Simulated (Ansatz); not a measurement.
Take a crystal in which Hg has been replaced by Mg on all its sites, with the cell rescaled by a rough guess (in some cases also distorted within its space group) and nothing relaxed:

```
CELL_PARAMETERS angstrom
-3.27549 3.27549 3.39480
3.27549 -3.27549 3.39480
3.27549 3.27549 -3.39480
ATOMIC_POSITIONS crystal
Mg 0.87500 0.32927 0.95427
Mg 0.37500 0.92073 0.04573
Mg 0.67073 0.62500 0.54573
Mg 0.07927 0.12500 0.45427
```

Level of theory: DFT PBE, scalar-relativistic, plane waves, PAW in Ansatz.

Plane waves to 420 eV, a k mesh through Γ of 10×10×10 on the computed 4-atom cell and Gaussian smearing (0.10 eV); no spin polarisation.

(1) What pressure does the cell carry?

(2) Is it a metal on this mesh?

Answers

(1) The pressure is -5.3 GPa (positive in compression), so the cell would contract.

(2) Yes, a band crosses the Fermi level.

This form isn't the element's structure at ambient conditions.